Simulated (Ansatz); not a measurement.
# RbCl under changes of volume

One of the cells (35.094 Å³/atom); the others are scaled copies at fixed shape and fractional positions:

```
Rb Cl
1.0
     0.00000    3.27400    3.27400
     3.27400    0.00000    3.27400
     3.27400    3.27400    0.00000
Rb Cl
1 1
Direct
  0.00000 0.00000 0.00000
  0.50000 0.50000 0.50000
```

```yaml
Program: Ansatz 0.2.0
Functional: LDA
Potentials_or_basis: Ansatz PAW
Cutoff: "420 eV (not typed: the program's choice for these potentials)"
k_mesh: 7 × 7 × 7
Occupations: fermi-dirac, width 0.05 eV
Spin: no spin polarisation
```

```csv
volume (Å³/atom),energy over the lowest point (meV/atom),pressure (GPa),gap on the mesh (eV)
32.989,0.00,-0.4,4.79
33.690,2.47,-0.8,4.72
34.392,6.56,-1.1,4.66
35.094,?,?,?
35.796,18.84,-1.7,4.54
36.498,26.68,-1.9,4.48
37.200,35.46,-2.1,4.42
```

Question: What does the run at 35.094 Å³/atom give?

Answer: Energy over the lowest point 12.08 meV/atom; pressure -1.4 GPa; gap on the mesh 4.60 eV.

Worked out: A Birch-Murnaghan fit of order 3 (a polynomial in V^(-2/3)) to the other rows has its minimum at 32.42 Å³/atom, just outside them, with B0 = V·E''(V) = 22 GPa and B' = 5.2. It gives 12.08 meV/atom at 35.094 Å³/atom, against the run's 12.08, and -dE/dV = -1.4 GPa, against -1.4. A straight line through the other rows of the gap, of slope -3.05 eV per unit of ln V (its deformation potential), gives 4.60 eV, against the run's 4.60.

Energies are extrapolated to zero smearing.

Caveats: odd divisions of the mesh miss points on the zone boundary, where band edges often lie, so the gap on the mesh can be too wide; the PAW data sets come from PBE, with cores solved anew for the run's functional, which leaves a small shift of forces and pressure.

A mesh can miss the band edges. Spin-orbit coupling on Rb is left out.
